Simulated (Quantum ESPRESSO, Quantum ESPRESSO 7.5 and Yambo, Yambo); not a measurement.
# P (puckered monolayer): Bethe-Salpeter spectra with Yambo

Wanted: excitons and ε₂ of P (puckered monolayer), with cost.

Method: PBE and many-body steps on it, plane waves, in Quantum ESPRESSO 7.5 and Yambo 5.3.0.

### Step 1. Starting point

The cell holds 4 atoms: 4 P. Cell: a = 4.627 Å, b = 3.304 Å, c = 14.000 Å, α = 90.0°, β = 90.0°, γ = 90.0°. Vacuum lies along c.

The structure was relaxed with PBE. The runs that relaxed it are not among those shown.

### Step 2. Empty states on the mesh, 4×6×1 mesh, 70 bands

This step: Quantum ESPRESSO 7.5; DFT, PBE, plane waves, norm-conserving pseudopotentials.

The sums over transitions need many empty states on a uniform mesh; this step solves for them.

File pw.in:

```
&control
  calculation = 'nscf'
  prefix = 'x'
  outdir = 'o'
  pseudo_dir = 'pseudo'
/
&system
  ibrav = 0
  nat = 4
  ntyp = 1
  ecutwfc = 36.0
  nbnd = 70
  force_symmorphic = .true.
/
&electrons
  conv_thr = 1e-9
  electron_maxstep = 80
  diago_full_acc = .true.
  diago_thr_init = 5e-6
/
ATOMIC_SPECIES
  P 30.974 P.upf
CELL_PARAMETERS angstrom
  4.6271599610 0.0000000000 0.0000000000
  0.0000000000 3.3043513570 0.0000000000
  0.0000000000 0.0000000000 14.0000000000
ATOMIC_POSITIONS crystal
  P 0.0887696193 0.0000000000 0.5752654040
  P 0.4112303807 0.5000000000 0.5752654040
  P 0.5887696193 0.5000000000 0.4247346300
  P 0.9112303807 0.0000000000 0.4247346300
K_POINTS automatic
  4 6 1 0 0 0
```

Run with:

```console
> OMP_NUM_THREADS=1 mpirun -n 8 pw.x -nk 4 -in pw.in > pw.out
```

What it wrote:

```text
Program PWSCF v.7.5 starts

     This program is part of the open-source Quantum ESPRESSO suite
     for quantum simulation of materials; please cite
         "P. Giannozzi et al., J. Phys.:Condens. Matter 21 395502 (2009);
         "P. Giannozzi et al., J. Phys.:Condens. Matter 29 465901 (2017);
         "P. Giannozzi et al., J. Chem. Phys. 152 154105 (2020);
     in publications or presentations arising from this work. More details at

     Atomic positions and unit cell read from directory:
     o/x.save/

     Message from routine setup:
[...]
k = 0.0000 0.4668 0.0000 (  5286 PWs)   bands (ev):

[...]
17.0496  17.2898  17.4847  17.6943  17.8004  17.8082  18.3250  18.3296
    18.4329  18.6059  19.1036  19.1300  19.7536  20.2576  20.7806  21.0444
    21.1171  21.3265  21.4919  21.6530  22.1546  22.1839

          k = 0.0000-0.7002 0.0000 (  5320 PWs)   bands (ev):

     [... further k-points ...]

     highest occupied, lowest unoccupied level (ev):    -0.7381    0.1695

     XML data file, pseudopotentials, collected wavefunctions

=------------------------------------------------------------------------------=
   JOB DONE.
=------------------------------------------------------------------------------=
```

It took 43 s on 8 MPI ranks of Arm Neoverse V1, shared host; peak memory 0.49 GiB; 2.5 min of CPU time.

This step gave:

```yaml
gap: 0.9076 eV
k_of_the_valence_top: 0, 0, 0
k_of_the_conduction_bottom: 0, 0, 0
least_direct_gap: 0.9076 eV
k_points_computed: 12
lowest_point_of_the_top_converged_band_above_the_valence_top: 22.67 eV
```

On this mesh the gap is 0.908 eV.

The density comes from a self-consistent run that is not shown.

### Step 3. Conversion and set-up

This step: Yambo 5.3.0; conversion and set-up on PBE, plane waves, norm-conserving pseudopotentials.

The states are converted to the many-body program's format and the q mesh is built.

Run with:

```console
> (cd o/x.save; p2y > p2y.log; mv SAVE ../..); yambo > setup.log
```

What it wrote:

```text
 Yambo, version 5.3.0

 [02] CORE Variables Setup
 =========================

  [02.01] Unit cells
  ==================

  Cell kind             :  Unknown
  Atoms in the cell     :  P
  number of P  atoms    :   4

  List of atomic masses
  Mass of P     :  30.97400

  List of atomic coordinates    : [cc]
  P1       :   0.77621   0.00000  15.21932  order 1
  P2       :   3.59583   3.12216  15.21932  order 2
  P3       :   5.14824   3.12216  11.23685  order 3
  P4       :   7.96786   0.00000  11.23685  order 4

  Alat factors          :   8.74407   6.24432  26.45617 [a.u.]
[...]
K/Q-points units:
 rlu = crystal or reduced units; cc = cartesian coordinates; iku = interal k-units

 Q [ 1]         [rlu]:  0.000000  0.000000  0.000000
 Q [ 2]         [rlu]:  0.000000  0.166667  0.000000
 Q [ 3]         [rlu]:  0.000000  0.333333  0.000000
[...]
Q [ 8]         [rlu]:  0.250000 -0.500000  0.000000
 Q [ 9]         [rlu]: -0.500000  0.000000  0.000000
 Q [10]         [rlu]: -0.500000  0.166667  0.000000
 Q [11]         [rlu]: -0.500000  0.333333  0.000000
 Q [12]         [rlu]: -0.500000 -0.500000  0.000000

  [03.01] X indexes
  =================

   [03.01.01] Sigma indexes
   ========================

 [06] Game Over & Game summary
```

The job ended after 4.6 s (1 MPI rank; peak memory 0.24 GiB).

### Step 4. Screening and self-energy, 4×6×1 mesh, 70 bands, screening to 88.4 eV

Now the one-shot GW correction: screening in the RPA, then the self-energy of the levels asked for.

This step: G0W0 on PBE, plane waves, norm-conserving pseudopotentials.

File gw1.in:

```
HF_and_locXC
gw0
dyson
ppa
em1d
rim_cut
rim_w
RandQpts= 3000000
RandGvec= 100 RL
CUTGeo= "slab z"
RandGvecW= 9 RL
EXXRLvcs= 36 Ry
VXCRLvcs= 144 Ry
Chimod= "HARTREE"
% BndsRnXp
 1 | 70 |
%
NGsBlkXp= 6.5 Ry
% LongDrXp
 1 | 1 | 0 |
%
% GbndRnge
 1 | 70 |
%
DysSolver= "n"
ExtendOut
PPAPntXp= 27.21138 eV
% QPkrange
 1 | 1 | 9 | 12 |
%
```

Run with:

```console
> OMP_NUM_THREADS=2 mpirun -n 4 yambo -F gw1.in -J gw1 -C gw1 > gw1.log
```

What it wrote:

```text
 Yambo, version 5.3.0

 [02] CORE Variables Setup
 =========================

  [... cell, symmetries and grids as in the set-up ...]

  [02.05] Energies & Occupations
  ==============================

  [X] === General ===
  [X] Electronic Temperature                        :  0.000000  0.000000 [eV K]
  [X] Bosonic    Temperature                        :  0.000000  0.000000 [eV K]
  [X] Finite Temperature mode                       : no
  [X] El. density                                   :  0.93433E+23 [cm-3]
[...]
Sc bands terminator                              : no
  Sx RL components                                 :   5277

  QP @ state[ 1 ] K range                          :  1  1
  QP @ state[ 1 ] b range                          :   9  12
  GF energies kind                                 : Perdew, Burke & Ernzerhof(X)+Perdew, Burke & Ernzerhof(C)
  GF WF`s kind                                     : Perdew, Burke & Ernzerhof(X)+Perdew, Burke & Ernzerhof(C)
  Xs energies kind                                 : Perdew, Burke & Ernzerhof(X)+Perdew, Burke & Ernzerhof(C)
  Xs WF`s kind                                     : Perdew, Burke & Ernzerhof(X)+Perdew, Burke & Ernzerhof(C)

 [14] Game Over & Game summary
```

Elapsed: 2.9 min, on 4 MPI ranks; peak memory 2.1 GiB; 6.9 min of CPU time.

Numbers from this step:

* G0W0 gap on the points computed: 1.954 eV
* starting gap on the mesh: 0.9076 eV
* k of the valence top: 0, 0, 0
* k of the conduction bottom: 0, 0, 0
* least direct G0W0 gap on the computed points: 1.954 eV

The gap on the mesh goes from 0.91 eV to 1.95 eV, a correction of +1.05 eV.

The gap opens by 1.046 eV; the next steps shift the empty bands rigidly by 1.046 eV.

### Step 5. Empty states on the mesh, 4×6×1 mesh, 35 bands

This step: Quantum ESPRESSO 7.5; DFT, PBE, plane waves, norm-conserving pseudopotentials.

pw.in: that of step 2 with these lines changed.

```diff
@@ -11,3 +11,3 @@
   ecutwfc = 36.0
-  nbnd = 70
+  nbnd = 35
   force_symmorphic = .true.
```

Run with:

```console
> OMP_NUM_THREADS=1 mpirun -n 8 pw.x -nk 4 -in pw.in > pw.out
```

What it wrote:

```text
[banner, memory and clock lines left out]
Program PWSCF v.7.5 starts

     Atomic positions and unit cell read from directory:
     o/x.save/

     Message from routine setup:
     using ibrav=0 with symmetry is DISCOURAGED, use correct ibrav instead

     bravais-lattice index     =            0
     lattice parameter (alat)  =       8.7441  a.u.
     unit-cell volume          =    1444.5260 (a.u.)^3
     number of atoms/cell      =            4
     number of atomic types    =            1
     number of electrons       =        20.00
[...]
11.7131  11.9175  12.6474

          k = 0.0000 0.2334 0.0000 (  5280 PWs)   bands (ev):

[...]
12.0353  12.3198  12.5147

          k = 0.0000 0.4668 0.0000 (  5286 PWs)   bands (ev):

[...]
5.1661   5.3175   5.9348   6.9612   7.5496   7.7852   8.3410   9.2064
     9.6571   9.7659   9.9327  10.0174  10.9830  11.6394  11.7994  12.0857
    12.2407  12.3805  13.0704

          k = 0.0000-0.7002 0.0000 (  5320 PWs)   bands (ev):

     [... further k-points ...]

     highest occupied, lowest unoccupied level (ev):    -0.7381    0.1695

     XML data file, pseudopotentials, collected wavefunctions
```

The job ended after 14 s (8 MPI ranks; peak memory 0.43 GiB).

This step gave:

| Quantity | Value |
| --- | --- |
| gap | 0.9076 eV |
| k of the valence top | 0, 0, 0 |
| k of the conduction bottom | 0, 0, 0 |
| least direct gap | 0.9076 eV |
| k points computed | 12 |
| lowest point of the top converged band, above the valence top | 12.72 eV |

On this mesh the gap is 0.908 eV.

### Step 6. Conversion and set-up

This step: Yambo 5.3.0; conversion and set-up on PBE, plane waves, norm-conserving pseudopotentials.

Run with:

```console
> (cd o/x.save; p2y > p2y.log; mv SAVE ../..); yambo > setup.log
```

What it wrote:

```text
 Yambo, version 5.3.0

 [02] CORE Variables Setup
 =========================

  [02.01] Unit cells
  ==================

  Cell kind             :  Unknown
  Atoms in the cell     :  P
  number of P  atoms    :   4

  List of atomic masses
  Mass of P     :  30.97400

  List of atomic coordinates    : [cc]
  P1       :   0.77621   0.00000  15.21932  order 1
  P2       :   3.59583   3.12216  15.21932  order 2
  P3       :   5.14824   3.12216  11.23685  order 3
  P4       :   7.96786   0.00000  11.23685  order 4

  Alat factors          :   8.74407   6.24432  26.45617 [a.u.]
[...]
K/Q-points units:
 rlu = crystal or reduced units; cc = cartesian coordinates; iku = interal k-units

 Q [ 1]         [rlu]:  0.000000  0.000000  0.000000
 Q [ 2]         [rlu]:  0.000000  0.166667  0.000000
 Q [ 3]         [rlu]:  0.000000  0.333333  0.000000
[...]
Q [ 8]         [rlu]:  0.250000 -0.500000  0.000000
 Q [ 9]         [rlu]: -0.500000  0.000000  0.000000
 Q [10]         [rlu]: -0.500000  0.166667  0.000000
 Q [11]         [rlu]: -0.500000  0.333333  0.000000
 Q [12]         [rlu]: -0.500000 -0.500000  0.000000

  [03.01] X indexes
  =================

   [03.01.01] Sigma indexes
   ========================

 [06] Game Over & Game summary
```

The job ended after 2.4 s (1 MPI rank; peak memory 0.24 GiB).

(Continued in part 2 of 3.)

[Paths, hosts, dates, memory and timing lines, banners, echoed tables and standing remarks are left out of the program output.]

[Logs are printed without paths, hosts, clocks, repeated set-up lines and the standing remarks that a program may print on its own settings, such as how far it seeks lower states.]

[Runs of the session that timed out or met a known fault of the program may be left out.]

[Hosts, paths, dates, database ids (printed as entryN), source tags and the programs' standing remarks are cut or masked in the printed files.]
